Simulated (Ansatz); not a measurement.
The system is Au.

```
Au
1.0
     2.90000    0.00000    0.00000
    -1.45000    2.51147    0.00000
     0.00000    0.00000    4.88000
Au
2
Direct
  0.66667 0.33333 0.25000
  0.33333 0.66667 0.75000
```

This isn't the form of Au at room conditions, which is fcc.

* Program: Ansatz 0.2.0
* Task: relaxation of cell and atoms
* Functional: B3LYP
* Potentials or basis: Ansatz PAW
* Cutoff: 420 eV (not typed: the program's choice for these potentials)
* k mesh: 6 × 6 × 3
* Occupations: fermi-dirac, width 0.05 eV
* Spin: no spin polarisation

At the start: volume 17.77 Å³/atom.

**Question.** How do energy, volume and symmetry change on relaxing?

**Answer.** It ends after 6 steps and the volume is 19.30 Å³/atom (+8.6 %); space group P6_3/mmc (No. 194, to 0.05 Å).

Step by step:
| step | energy change (eV) | largest force (eV/Å) | volume (Å³) |
| --- | --- | --- | --- |
| 1 | 0.0000 | 0.0000 | 35.54 |
| 2 | -0.1039 | 0.0000 | 38.71 |
| 3 | -0.1205 | 0.0000 | 38.55 |
| 4 | -0.1282 | 0.0000 | 38.44 |
| 5 | -0.1283 | 0.0000 | 38.59 |
| 6 | -0.1303 | 0.0000 | 38.59 |

Final structure:
```xyz
2
Lattice="2.9007 0.0000 0.0000 -1.4504 2.5121 0.0000 0.0000 0.0000 5.2960" Properties=species:S:1:pos:R:3 pbc="T T T"
Au    1.4504    0.8374    1.3240
Au    0.0000    1.6747    3.9720
```

Caveat: the k mesh is coarse (spacing up to 0.43 Å⁻¹), so the values aren't converged, least of all with exact exchange; the plane-wave basis is chosen anew once the cell has moved, so the energies of steps on either side of that aren't comparable; the PAW data sets come from PBE, with cores solved anew for the run's functional, which leaves a small shift of forces and pressure.
